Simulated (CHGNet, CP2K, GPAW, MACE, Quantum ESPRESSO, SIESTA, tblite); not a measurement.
**LaSb (Fm-3m) (64 atoms): one structure in several programs**

Aim: run LaSb (Fm-3m) (64 atoms) in several programs and set results and cost side by side. A plane-wave run serves as the reference.

Calculated with Quantum ESPRESSO 7.5; Kohn-Sham DFT, PBE, SSSP efficiency 1.3.0 pseudopotentials, plane waves.

### 1. The starting structure

The cell holds 64 atoms: 32 La and 32 Sb. Cell: a = 12.980 Å, b = 12.980 Å, c = 12.980 Å, α = 90.0°, β = 90.0°, γ = 90.0°. It derives from LaSb (Fm-3m), repeated 2×2×2. LaSb, space group Fm-3m, structure from the Crystallography Open Database, 2 x 2 x 2 conventional cells; every coordinate displaced by a Gaussian of 0.06 Å. Then every atom was moved at random, 0.05 Å r.m.s. a Cartesian component.

### 2. Plane-wave reference

File pw.in:

```
&control
  calculation = 'scf'
  pseudo_dir = './pseudo'
  outdir = './tmp'
  disk_io = 'none'
  tprnfor = .true.
  tstress = .true.
/
&system
  ibrav = 0
  nat = 64
  ntyp = 2
  ecutwfc = 60
  ecutrho = 480
  nosym = .true.
  occupations = 'smearing'
  smearing = 'fd'
  degauss = 0.003675
/
&electrons
  conv_thr = 3.2e-07
  electron_maxstep = 100
  mixing_beta = 0.2
  mixing_mode = 'local-TF'
  diagonalization = 'david'
/
ATOMIC_SPECIES
La 138.905 La.upf
Sb 121.760 Sb.upf
CELL_PARAMETERS angstrom
12.98000 0.00000 0.00000
0.00000 12.98000 0.00000
0.00000 0.00000 12.98000
ATOMIC_POSITIONS crystal
La 0.00869 0.99973 0.00027
La 0.99906 0.24522 0.24937
La 0.25491 0.99556 0.25498
La 0.25802 0.25019 0.00599
Sb 0.25102 0.00658 0.99197
Sb 0.00049 0.24747 0.99834
Sb 0.00152 0.00576 0.25056
Sb 0.24712 0.24835 0.25173
La 0.99859 0.99270 0.49313
La 0.99883 0.26039 0.74756
La 0.25158 0.99593 0.75390
La 0.24784 0.24471 0.49464
[... 48 atom lines left out ...]
Sb 0.74456 0.50620 0.49654
Sb 0.49797 0.74063 0.50304
Sb 0.48433 0.50528 0.74858
Sb 0.75757 0.75031 0.75086
K_POINTS gamma
```

Launch:

```bash
OMP_NUM_THREADS=1 mpirun -np 4 pw.x -in pw.in > output.txt
```

What it wrote:

```text
Program PWSCF
     gamma-point specific algorithms are used
     one sub-group per band group will be used
     scalapack distributed-memory algorithm (size of sub-group:  2*  2 procs)
     Parallelization info
     sticks:   dense  smooth     PW     G-vecs:    dense   smooth      PW
     Min        5746    2876    717               655313   231744   28982
     Max        5748    2880    722               655320   231748   28986
     Sum       22989   11513   2877              2621271   926985  115937
     bravais-lattice index     =            0
     lattice parameter (alat)  =      24.5286  a.u.
     unit-cell volume          =   14757.7680 (a.u.)^3
     number of atoms/cell      =           64
     number of atomic types    =            2
[... lines left out ...]
     scf convergence threshold =      3.2E-07
[... lines left out ...]
     number of k points=     1  Fermi-Dirac smearing, width (Ry)=  0.0037
[... lines left out ...]
     total energy              =  -20590.08786983 Ry
[... lines left out ...]
     total energy              =  -20584.67906890 Ry
[... lines left out ...]
     total energy              =  -20586.93027420 Ry
[... lines left out ...]
     c_bands:  3 eigenvalues not converged
[... lines left out ...]
     total energy              =  -20587.09599053 Ry
[... lines left out ...]
     total energy              =  -20587.09599115 Ry
[... lines left out ...]
   -22.7003 -22.6940 -22.6820 -22.6777 -22.6643 -22.6613 -22.6560 -22.6440
[...]
11.8656  11.8749  11.8801  11.8839  11.8842  11.8880  11.8890  11.8947
    11.8970  11.8987  11.8995  11.9044  11.9079  11.9108  11.9130  11.9172
    11.9215  11.9253  11.9295
     the Fermi energy is     9.8022 ev
!    total energy              =  -20587.09599170 Ry
     estimated scf accuracy    <       0.00000026 Ry
     smearing contrib. (-TS)   =      -0.00862547 Ry
     internal energy E=F+TS    =  -20587.08736622 Ry
     The total energy is F=E-TS. E is the sum of the following terms:
     one-electron contribution =   -3087.08574203 Ry
     hartree contribution      =    1995.90421227 Ry
     xc contribution           =   -1832.65412278 Ry
     ewald contribution        =   -5067.65776071 Ry
     one-center paw contrib.   =  -12595.59395298 Ry
     convergence has been achieved in  17 iterations
     negative rho (up, down):  4.729E-03 0.000E+00
     Forces acting on atoms (cartesian axes, Ry/au):
     atom    1 type  1   force =    -0.03071875   -0.00319686    0.00105696
     atom    2 type  1   force =    -0.00624979    0.01637854   -0.00586641
     atom    3 type  1   force =    -0.01403647   -0.00293377   -0.01547316
[...]
atom   63 type  2   force =     0.02753982   -0.01053191    0.01536143
     atom   64 type  2   force =    -0.01211464    0.00296222   -0.01032859
     Total force =     0.239839     Total SCF correction =     0.001130
     Computing stress (Cartesian axis) and pressure
     negative rho (up, down):  4.729E-03 0.000E+00
          total   stress  (Ry/bohr**3)                   (kbar)     P=       22.58
   0.00014959   0.00000213   0.00000114           22.01        0.31        0.17
   0.00000213   0.00015617   0.00000128            0.31       22.97        0.19
   0.00000114   0.00000128   0.00015467            0.17        0.19       22.75
     Message from routine punch:
     Nothing written, as per user request (disk_io='none')
```

Wall time 27 min (4 MPI ranks of Arm Neoverse V1, shared host); peak memory 15 GiB.

Banners, paths, timers and routine set-up lines are dropped from the logs unmarked, and long logs keep their key lines alone; longer cuts are marked.

Numbers from this run:

* r.m.s. force component: 0.445 eV/Å
* longest force: 1.721 eV/Å
* pressure: 2.258 GPa

### 3. Local order

Density 6.33 g/cm³, 34.17 Å³ an atom.

g(r), total and by pair (bins of 0.2 Å):

```tsv
r (Å)	total	La-La	La-Sb	Sb-Sb
2.90	0.10	0.00	0.19	0.00
3.10	2.59	0.00	5.18	0.00
3.30	4.63	0.00	9.28	0.00
3.50	0.43	0.00	0.85	0.00
3.70	0.00	0.00	0.00	0.00
3.90	0.00	0.00	0.00	0.00
4.10	0.00	0.00	0.00	0.00
4.30	0.31	0.63	0.00	0.63
4.50	3.96	7.51	0.00	8.30
4.70	3.28	6.94	0.00	6.20
4.90	0.20	0.43	0.00	0.36
5.10	0.00	0.00	0.00	0.00
5.30	0.04	0.00	0.09	0.00
5.50	1.41	0.00	2.81	0.00
5.70	1.85	0.00	3.71	0.00
5.90	0.12	0.00	0.25	0.00
6.10	0.01	0.00	0.02	0.00
6.30	0.48	0.93	0.00	0.97
6.50	1.14	2.25	0.00	2.29
6.70	0.33	0.69	0.00	0.61
6.90	0.07	0.00	0.14	0.00
7.10	1.76	0.00	3.52	0.00
7.30	3.92	0.00	7.84	0.00
7.50	0.44	0.00	0.89	0.00
7.70	0.44	0.68	0.00	1.08
7.90	3.05	6.53	0.00	5.71
```

Bonds by pair of elements; cutoffs follow the first minimum of g(r), held within bounds set by covalent radii, and pairs that aren't listed don't count as bonded (cutoffs were set anew for this text, so counts can differ from the run's own analysis):

```tsv
pair A-B	cutoff (Å)	bonds	mean length (Å)	spread (Å)	shortest (Å)	B about A	A about B
La-Sb	4.05	192	3.25	0.104	2.96	6	6
```

How many atoms have how many bonded neighbours:

```tsv
element	mean	6
La	6	32
Sb	6	32
```

### 4. The other programs

The programs:
- CHGNet: machine-learned potential, published weights.
- CP2K 2026.2: Gaussian basis with GTH pseudopotentials and a plane-wave density; labels give functional, basis (MOLOPT sets; SR short-range, UZH the newer set with its own potentials), grid cutoff/relative cutoff and solver (OT: orbital transformation; TRS4, TC2, SIGN: linear-scaling purification with its sparsity filter), or its built-in tight binding.
- GPAW 26.7.0: PAW with atomic orbitals (LCAO), plane waves or a real-space grid of spacing h.
- MACE: machine-learned potential, published weights.
- SIESTA 5.4.2: numerical atomic orbitals, whose automatically made sets are far from complete, with PseudoDojo norm-conserving potentials that we converted to its format (checked against plane waves on the same files for H, C, O, Si, Ge and Ca alone); labels give functional, basis size, energy shift and mesh cutoff.
- tblite 0.8.0: extended tight binding, driven from Python.

All use the same cell and atoms; the electronic-structure runs use the same k-mesh, and an electronic temperature of 580 K (0.05 eV) where levels are smeared.

Differences are against the plane-wave reference, forces as r.m.s. over components; share is that over the reference's r.m.s. force, slope the least-squares factor from reference forces to these. Total energies of different programs have different zeros and aren't compared.

```tsv
run	Δ force, r.m.s. (meV/Å)	share (%)	slope	Δ pressure (GPa)	cores	CPU time	memory (GiB)
reference	-	-	-	-	4	1.8 h	15
CHGNet 0.3.0 potential	226	50.8	0.508	-1.12	1	5.2 s	0.47
CHGNet r2SCAN potential	271	61.0	0.408	-0.172	1	4.2 s	0.49
CP2K PBE+D3, DZVP-MOLOPT-SR, 600/60 Ry, diagonalisation	27.0	6.07	1.010	-0.810	2	13 min	6.1
CP2K PBE, DZVP-MOLOPT (SR for La, Sb), 600/60 Ry, diagonalisation	23.3	5.25	1.019	0.440	4	13 min	9.7
CP2K PBE, DZVP-MOLOPT-SR, 300/60 Ry, diagonalisation (coarse)	23.3	5.25	1.019	0.440	2	12 min	2.8
CP2K PBE, DZVP-MOLOPT-SR, 420/60 Ry, diagonalisation (coarse)	23.3	5.25	1.019	0.440	2	14 min	4.0
CP2K PBE, DZVP-MOLOPT-SR, 600/20 Ry, diagonalisation (coarse)	46.2	10.4	0.997	0.451	2	8.8 min	6.1
CP2K PBE, DZVP-MOLOPT-SR, 600/60 Ry, diagonalisation	23.3	5.25	1.019	0.440	2	13 min	6.1
CP2K PBE, TZVP-MOLOPT (SR for La, Sb), 600/60 Ry, diagonalisation	22.5	5.06	1.016	0.464	4	16 min	11
CP2K PBEsol, PBE potentials, DZVP-MOLOPT-SR, 600/60 Ry, diagonalisation	31.6	7.10	0.994	-1.20	2	13 min	6.1
GPAW PBE, plane waves 550 eV	3.53	0.793	0.993	-0.141	2	38 min	2.9
MACE MPA-0 medium potential	120	27.0	1.123	0.0157	1	9.8 s	0.71
SIESTA PBE, DZ, shift 0.01 Ry, mesh 300 Ry (coarse)	231	52.0	0.636	-2.09	1	4.1 min	1.3
SIESTA PBE, DZP, shift 0.01 Ry, mesh 200 Ry	46.5	10.5	1.006	0.477	2	5.2 min	1.5
SIESTA PBE, DZP, shift 0.01 Ry, mesh 300 Ry	46.5	10.5	1.006	0.447	2	8.4 min	2.1
tblite GFN1-xTB	438	98.4	0.061	-17.7	1	9.5 s	0.13
```

Rows marked coarse were listed beforehand as settings not expected to be converged; some can still land near the reference.

Times of the machine-learned potentials are mostly Python's start and the loading of weights.

CPU time is summed over cores on a shared host, where runs went side by side, so it is rough. Symmetry, cutoffs, thresholds, outputs and thread counts weren't matched or tuned between programs; memory under MPI is the largest rank's times the ranks.

Runs without a result: GPAW PBE, LCAO dzp, h 0.2 Å (cut off at its time limit of 7.8 min); SIESTA PBE, SZ, shift 0.01 Ry, mesh 300 Ry (cut off at its time limit of 2.6 min); SIESTA PBE, DZP, shift 0.002 Ry, mesh 300 Ry (cut off at its time limit of 9 min); GPAW PBE, LCAO sz(dzp), h 0.2 Å (stopped at the start: ValueError: invalid literal for int() with base 10: 'b'); GPAW PBE, LCAO szp(dzp), h 0.2 Å (stopped at the start: ValueError: invalid literal for int() with base 10: 'b').

Mean charges by element (e), by run and scheme:

```tsv
run	scheme	La	Sb
CP2K PBE+D3, DZVP-MOLOPT-SR, 600/60 Ry, diagonalisation	Mulliken	-0.29	+0.29
CP2K PBE+D3, DZVP-MOLOPT-SR, 600/60 Ry, diagonalisation	Hirshfeld	+0.16	-0.16
CP2K PBE, DZVP-MOLOPT (SR for La, Sb), 600/60 Ry, diagonalisation	Mulliken	-0.29	+0.29
CP2K PBE, DZVP-MOLOPT (SR for La, Sb), 600/60 Ry, diagonalisation	Hirshfeld	+0.16	-0.16
CP2K PBE, DZVP-MOLOPT-SR, 420/60 Ry, diagonalisation	Mulliken	-0.29	+0.29
CP2K PBE, DZVP-MOLOPT-SR, 420/60 Ry, diagonalisation	Hirshfeld	+0.16	-0.16
CP2K PBE, DZVP-MOLOPT-SR, 600/60 Ry, diagonalisation	Mulliken	-0.29	+0.29
CP2K PBE, DZVP-MOLOPT-SR, 600/60 Ry, diagonalisation	Hirshfeld	+0.16	-0.16
CP2K PBE, TZVP-MOLOPT (SR for La, Sb), 600/60 Ry, diagonalisation	Mulliken	-0.27	+0.27
CP2K PBE, TZVP-MOLOPT (SR for La, Sb), 600/60 Ry, diagonalisation	Hirshfeld	+0.17	-0.17
CP2K PBEsol, PBE potentials, DZVP-MOLOPT-SR, 600/60 Ry, diagonalisation	Mulliken	-0.39	+0.39
CP2K PBEsol, PBE potentials, DZVP-MOLOPT-SR, 600/60 Ry, diagonalisation	Hirshfeld	+0.14	-0.14
SIESTA PBE, DZP, shift 0.01 Ry, mesh 200 Ry	Hirshfeld	+0.13	-0.13
SIESTA PBE, DZP, shift 0.01 Ry, mesh 300 Ry	Hirshfeld	+0.13	-0.13
tblite GFN1-xTB	Mulliken	+0.11	-0.11
```

Within one program, basis, potentials and functional, energies share a zero. Each run against its twin at the usual cutoff or grid and solver:

```tsv
run	twin	Δ energy (meV/atom)	Δ force, r.m.s. (meV/Å)	CPU time over the twin's
CP2K PBE, DZVP-MOLOPT-SR, 300/60 Ry, diagonalisation	DZVP-MOLOPT-SR, 600/60 Ry, diagonalisation	6.0e-4	0.062	0.96
CP2K PBE, DZVP-MOLOPT-SR, 420/60 Ry, diagonalisation	DZVP-MOLOPT-SR, 600/60 Ry, diagonalisation	1.0e-4	0.052	1.1
CP2K PBE, DZVP-MOLOPT-SR, 600/20 Ry, diagonalisation	DZVP-MOLOPT-SR, 600/60 Ry, diagonalisation	0.258	38.3	0.68
SIESTA PBE, DZP, shift 0.01 Ry, mesh 200 Ry	DZP, shift 0.01 Ry, mesh 300 Ry	-3.72	1.39	0.63
```

### 5. Results

```json
{
 "reference r.m.s. force component": "0.445 eV/Å",
 "nearest in forces": "GPAW PBE, plane waves 550 eV, 0.79 %",
 "farthest in forces": "tblite GFN1-xTB, 98 %",
 "cheapest electronic-structure run beside the reference": "tblite GFN1-xTB, 9.5 s of CPU time"
}
```

In words: PBE on plane waves or a grid with other potentials, cutoffs or grids, coarse settings apart, differs from the reference by 0.79 % (GPAW PBE, plane waves 550 eV) of the r.m.s. force; this holds the reference's own error, so differences of a few per cent don't tell which side is nearer the exact PBE result. The PBE runs in local orbitals, coarse settings apart, differ by 5.1 % (CP2K PBE, TZVP-MOLOPT (SR for La, Sb), 600/60 Ry, diagonalisation) to 10 % (SIESTA PBE, DZP, shift 0.01 Ry, mesh 300 Ry); basis, grid and potentials can all enter. Tight binding differs by 98 % (tblite GFN1-xTB); it is another model, with fitted parameters of its own, and the xTB methods hold dispersion. Machine-learned potentials differ by 27 % (MACE MPA-0 medium potential) to 61 % (CHGNet r2SCAN potential); they were trained on other programs' data, some at another functional. Among those trained on PBE data the slope goes as low as 0.51. Rows with another functional or a dispersion term differ by 6.1 % (CP2K PBE+D3, DZVP-MOLOPT-SR, 600/60 Ry, diagonalisation) to 7.1 % (CP2K PBEsol, PBE potentials, DZVP-MOLOPT-SR, 600/60 Ry, diagonalisation), which mixes the change of model with differences of basis and potentials, some of them made for another functional. Runs with settings chosen to be coarse differ by 5.2 % (CP2K PBE, DZVP-MOLOPT-SR, 420/60 Ry, diagonalisation) to 52 % (SIESTA PBE, DZ, shift 0.01 Ry, mesh 300 Ry), their programs' other errors included. Of the electronic-structure runs that take under half the reference's CPU time, GPAW PBE, plane waves 550 eV comes nearest, at 0.79 % in 38 min against 1.8 h. In pressure, SIESTA PBE, DZ, shift 0.01 Ry, mesh 300 Ry misses by -2.1 GPa, at the same functional. Charges hang on model, scheme and program or settings: among these rows the mean for Sb runs from -0.17 to +0.39 e, even in sign. In the reference: for some of the pairs, g(r) has its first main peak near 4.61 Å (La-La), 3.25 Å (La-Sb) and 4.58 Å (Sb-Sb). Periodic xTB results under one method name differ between programs and library versions. The potentials hold different valence shells: 832 electrons in the reference, 512 in CP2K with DZVP-MOLOPT; this bears on time and differences. The reference's pressure holds the uncorrected Pulay stress of its 60 Ry basis, so small pressure differences, and their order, may be the reference's own error. Machine-learned potentials mimic data converged in k, so the reference's own k-point error enters their differences. The reference's pressure of 2.3 GPa belongs to a cell and atoms that aren't relaxed at this level. The electronic-structure runs sample only Γ, in a cell whose shortest periodic width is 13 Å. Spin–orbit coupling is left out, which matters for the levels of the heavy elements.

[Also dropped from logs without a mark: logging warnings of Python, and SIESTA's first energy breakdown and zero terms.]

[Logs are printed without paths, hosts, clocks, repeated set-up lines and the standing remarks that a program may print on its own settings, such as how far it seeks lower states.]

[Hosts, paths, dates, database ids (printed as entryN), source tags and the programs' standing remarks are cut or masked in the printed files.]
